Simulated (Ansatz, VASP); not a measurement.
**CoO: VASP beside Ansatz**

The input POSCAR:

```
CoO
1.0
    0.0000000000      2.2712396154      2.2712396154
    2.2712396154      0.0000000000      2.2712396154
    2.2712396154      2.2712396154      0.0000000000
Co O
1 1
Direct
    0.0000000000      0.0000000000      0.0000000000
    0.2500000000      0.2500000000      0.2500000000
```

File INCAR.step1:

```
PREC     = Accurate       # precision mode
ENCUT    = 520            # plane-wave cutoff, eV
ISMEAR   = 0              # smearing method
SIGMA    = 0.02           # smearing width, eV
LREAL    = False          # projectors in reciprocal space
LASPH    = True           # aspherical terms in the spheres
NELM     = 60             # most SCF steps
NBANDS   = 14             # bands
GGA      = PE             # functional
ALGO     = Normal         # electronic algorithm
EDIFF    = 1E-4           # SCF threshold, eV
LWAVE    = True           # write WAVECAR
LCHARG   = False          # write CHGCAR
```

The input INCAR.step2:

```
PREC     = Accurate       # precision mode
ENCUT    = 520            # plane-wave cutoff, eV
EDIFF    = 1E-6           # SCF threshold, eV
ISMEAR   = 0              # smearing method
SIGMA    = 0.02           # smearing width, eV
LREAL    = False          # projectors in reciprocal space
LASPH    = True           # aspherical terms in the spheres
NELM     = 60             # most SCF steps
ALGO     = Normal         # electronic algorithm
ISIF     = 2              # what is computed and relaxed
LWAVE    = False          # write WAVECAR
LCHARG   = False          # write CHGCAR
METAGGA  = R2SCAN         # meta-GGA
LMIXTAU  = True         
NBANDS   = 14             # bands
ISTART   = 1
```

KPOINTS

```
regular mesh
0
Gamma
  14 14 14
```

Input for Ansatz:

```yaml
crystal:
  lattice:
    - [0.0, 2.2712396154, 2.2712396154]
    - [2.2712396154, 0.0, 2.2712396154]
    - [2.2712396154, 2.2712396154, 0.0]
  atoms:
    - { symbol: Co, position: [0.0, 0.0, 0.0] }
    - { symbol: O, position: [0.25, 0.25, 0.25] }
basis:
  ecutwfc: 500
kpoints:
  mp_grid: { grid: [14, 14, 14] }
hamiltonian:
  xc: r2scan
scf:
  occupations: { method: gaussian, width: 0.02 }
output:
  forces: true
  stress: true
  eigenvalues: true
```

Alike in both runs: task single point; functional r2SCAN; k mesh 14 × 14 × 14; occupations gaussian, width 0.02 eV; no spin polarisation.

|  | VASP | Ansatz |
| --- | --- | --- |
| version | VASP 6.6.1 | Ansatz 0.2.0 |
| potentials or method | VASP PAW PBE potentials, release 64 (Co, O) | scalar-relativistic, plane waves, PAW |
| plane-wave cutoff (eV) | 520 | 500 |
| valence electrons in the cell | 15 | 23 |

Ansatz gave:

- gap on the k mesh at the Fermi level (eV): none
- pressure (GPa): -22.5

Estimate VASP's values.

gap on the k mesh at the Fermi level (eV): none; pressure (GPa): -22.3.

A gap of «none» marks a metal or a gap that the smearing closes. The two sets of potentials don't hold the same shells in valence.

Caveats: so large a pressure means that the cell lies far from this level's equilibrium, or that cutoff or potentials fall short (VASP); the potentials were made for another functional, which shifts forces and pressure (VASP); an odd number of electrons without spin polarisation forces a metal; a magnetic or distorted state may lie lower; the run has no spin polarisation, though such a crystal can be magnetic; semilocal functionals often make such compounds metallic where correlation or magnetic order opens a gap, which also shifts bond lengths. Spin polarisation is off, so any magnetic state and its effect on volume and gap are missing.
